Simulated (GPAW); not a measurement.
Runs of GPAW 26.7.0 on Pt. The structure is hexagonal, space group P6_3/mmc (No. 194). Conventional cell: a = 2.761 Å, b = 2.761 Å, c = 4.792 Å, α = 90.00°, β = 90.00°, γ = 120.00°. Pt (site symmetry -6m2) is surrounded by 12 Pt at 2.76 to 2.88 Å. This isn't the form of Pt at room conditions, which is fcc.

| level | gap on the mesh (eV) | pressure (GPa) | relaxed volume (Å³/atom) |
| --- | --- | --- | --- |
| PBEsol+D3(BJ) | none | -0.1 | 14.71 |
| PBEsol | none | 0.0 | (a) |
| PBEsol+D4 | none | -0.1 | 14.90 |
| PBEsol+D3(BJ)+ATM | none | 0.0 | 14.83 |
| PBEsol+D3 | none | -0.1 | 14.71 |

Alike in all rows: task relaxation of cell and atoms; potentials or basis PAW data sets generated in the run's folder for this functional, pw; no spin polarisation; cell relaxed; k mesh 8 × 8 × 4; cutoff (eV) 600; smearing fermi-dirac 0.05 eV.

Problem. Estimate the missing entries.

Solution. (a) 15.12.

Caveats: later steps reuse the first step's grids; pairwise dispersion overbinds metals, which lowers pressure and volume (some runs).

A k mesh can miss the band edges, and the runs leave out spin-orbit coupling on Pt.

A gap of «none» marks a metal or a gap under the smearing width.
